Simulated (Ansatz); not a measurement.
Pt (beta tin type), DFT, PBE, all-electron PAW with datasets made for the crystal, scalar-relativistic (Ansatz 0.2.0), on 1 thread of Intel(R) Xeon(R) 6975P-C (Granite Rapids) (shared host).

Command: `ansatz run input.yaml --threads 1 --pin off --max-ram 2048MiB --backend cpu --events-out ev --progress --plain --runs-dir out`

```yaml
crystal:
  lattice:
    - [-2.2129677203, 2.2129677203, 1.1914009191]
    - [2.2129677203, -2.2129677203, 1.1914009191]
    - [2.2129677203, 2.2129677203, -1.1914009191]
  atoms:
    - { symbol: Pt, position: [-0.375, -0.125, -0.25] }
    - { symbol: Pt, position: [0.375, 0.125, 0.25] }
kpoints:
  mp_grid: { grid: [16, 16, 16] }
scf:
  occupations: { method: fermi_dirac, width: 0.05 }
hamiltonian:
  xc: pbe
  pseudopotentials: { kind: all_electron, datasets: crystal }
output:
  forces: true
  stress: true
  eigenvalues: true
```

(1) How large is the problem that the program sets up?

(2) About how long does it take, and how much memory?

## Answers

(1) 349 irreducible k-points, 585 plane waves at Γ, 14 bands.

(2) 29 s of wall time for 8 SCF iterations, with a peak of 1.1 GiB. Times on shared machines scatter by tens of per cent.
